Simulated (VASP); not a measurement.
# Settings for SrO: relaxation of the atoms

SrO, P1 (no. 1), 8 atoms in the cell. PBE, relaxation of the atoms; PAW potentials Sr_sv, O (PBE set). VASP 6.6.1.

Wanted: energy within 1 meV/atom; two shortest distances of each atom within 0.01 Å.

POSCAR:
```
SrO
1.0
    5.1326000000      0.0000000000      0.0000000000
    0.0000000000      5.1326000000      0.0000000000
    0.0000000000      0.0000000000      5.1326000000
Sr O
4 4
Direct
    0.5087070000      0.5056060000      0.5012070000
   -0.0135490000      0.0067370000      0.5027720000
   -0.0032060000      0.5023600000      0.0016670000
    0.5080120000     -0.0051000000      0.0041260000
   -0.0058990000     -0.0076830000     -0.0097620000
    0.5121250000      0.4950520000     -0.0072010000
    0.4934870000     -0.0089560000      0.4968560000
    0.0003220000      0.5119840000      0.5103350000
```

The series start from Force threshold EDIFFG (eV/Å): -0.02; Electronic threshold EDIFF (eV): 1e-6; Relaxation method: conjugate gradient, POTIM 0.5; Mixing and least electronic steps: default. Each series keeps the choices made before it, and each single choice may use up half of a tolerance.

## Force threshold EDIFFG (eV/Å)

| Force threshold EDIFFG (eV/Å) | Energy less reference (meV/atom) | Two shortest distances of each atom, largest deviation (Å) | SCF iterations | Time (s) |
|---|---|---|---|---|
| -0.1 | 0.3 | 0.016 | 46 | 15 |
| -0.05 | 0.0 | 0.004 | 58 | 20 |
| -0.03 | 0.0 | 0.004 | 58 | 19 |
| -0.02 | 0.0 | 0.002 | 66 | 21 |
| -0.01 | 0.0 | 0.002 | 66 | 23 |
| -0.005 | 0.0 | 0.000 | 73 | 25 |
| -0.002 (reference) | 0.0 | 0.000 | 78 | 28 |

Chosen: -0.05, the loosest value from which every tighter one stays within half of the tolerance.

## Electronic threshold EDIFF (eV)

| Electronic threshold EDIFF (eV) | Energy less reference (meV/atom) | Two shortest distances of each atom, largest deviation (Å) | SCF iterations | Time (s) |
|---|---|---|---|---|
| 0.001 | 0.0 | 0.002 | 39 | 18 |
| 0.0001 | 0.0 | 0.002 | 44 | 16 |
| 1e-5 | 0.0 | 0.002 | 49 | 17 |
| 1e-6 | 0.0 | 0.002 | 58 | 20 |
| 1e-7 (reference) | 0.0 | 0.000 | 67 | 23 |

Chosen: 0.001.

## Relaxation method

| Relaxation method | Energy less reference (meV/atom) | Two shortest distances of each atom, largest deviation (Å) | SCF iterations | Time (s) |
|---|---|---|---|---|
| conjugate gradient, POTIM 0.5 | 0.0 | 0.000 | 39 | 18 |
| conjugate gradient, POTIM 0.2 | 0.0 | 0.002 | 42 | 21 |
| conjugate gradient, POTIM 1.0 | 0.1 | 0.005 | 33 | 14 |
| quasi-Newton, POTIM 0.5 | 0.0 | 0.004 | 34 | 13 |
| quasi-Newton, POTIM 0.3, 10 steps kept | 0.0 | 0.001 | 46 | 19 |
| quasi-Newton, POTIM 0.5, at least 5 electronic steps | 0.0 | 0.004 | 41 | 16 |
| damped dynamics, POTIM 0.2, SMASS 0.4 | 0.0 | 0.001 | 43 | 20 |
| damped dynamics, POTIM 0.4, SMASS 0.8 | 0.1 | 0.004 | 31 | 16 |
| velocity quench, POTIM 0.1 | 0.0 | 0.004 | 27 | 12 |

Chosen: velocity quench, POTIM 0.1, the fastest of those that stay within half of the tolerance.

## Mixing and least electronic steps

| Mixing and least electronic steps | Energy less reference (meV/atom) | Two shortest distances of each atom, largest deviation (Å) | SCF iterations | Time (s) |
|---|---|---|---|---|
| default | 0.0 | 0.000 | 27 | 12 |
| MAXMIX 40 | 0.0 | 0.002 | 27 | 12 |
| NELMIN 4 | 0.0 | 0.001 | 31 | 12 |
| NELMIN 4, MAXMIX 40 | 0.0 | 0.002 | 31 | 13 |
| ALGO Fast | 0.0 | 0.001 | 31 | 11 |

Chosen: default; no other choice that stays within half of the tolerance saves 30 % of the time.

## All choices together

| Input | Energy less reference (meV/atom) | Two shortest distances of each atom, largest deviation (Å) | Time (s) |
|---|---|---|---|
| program defaults (naive) | 0.0 | 0.004 | 15 |
| chosen settings | 0.1 | 0.008 | 12 |
| reference settings throughout | 0.0 | 0.000 | 29 |

The tolerance is met.

## The input

INCAR:
```
SYSTEM = SrO
  PREC = Normal
  ENCUT = 500
  EDIFF = 0.001
  ISMEAR = 0
  SIGMA = 0.05
  LREAL = .False.
  LASPH = .True.
  NELM = 100
  ALGO = Normal
  LWAVE = .False.
  LCHARG = .False.
  IBRION = 3
  NSW = 150
  ISIF = 2
  EDIFFG = -0.05
  POTIM = 0.1
  KPAR = 8
```

KPOINTS:
```
k-points
0
Gamma
  3 3 3
```

Commands:
```
cat potpaw_PBE.64/Sr_sv/POTCAR potpaw_PBE.64/O/POTCAR > POTCAR
mpirun -np 8 vasp_std > vasp.out
```

The naive input happens to agree within the tolerance here, in 15 s.

Limits: the start was distorted on purpose (atoms moved at random), so the space group given is the start's and not the crystal's.

The chosen input took VASP 6.6.1 12 s on 8 cores (Intel Xeon 6975P-C (Granite Rapids)), a shared host.

## An input that fails: ionic step far too long

VASP's message: internal error in: us.F  at line: 1398 internal ERROR SETYLM_AUG: -35 -33 39 39 -36 1 -34 If you are not a developer, you should not encounter this problem. Please submit a bug report.

Changes against the starting input:
```
- NELM = 100
- IBRION = 2
- NSW = 150
- POTIM = 0.5
+ NELM = 60
+ IBRION = 3
+ NSW = 30
+ POTIM = 5.0
+ SMASS = 0.4
```
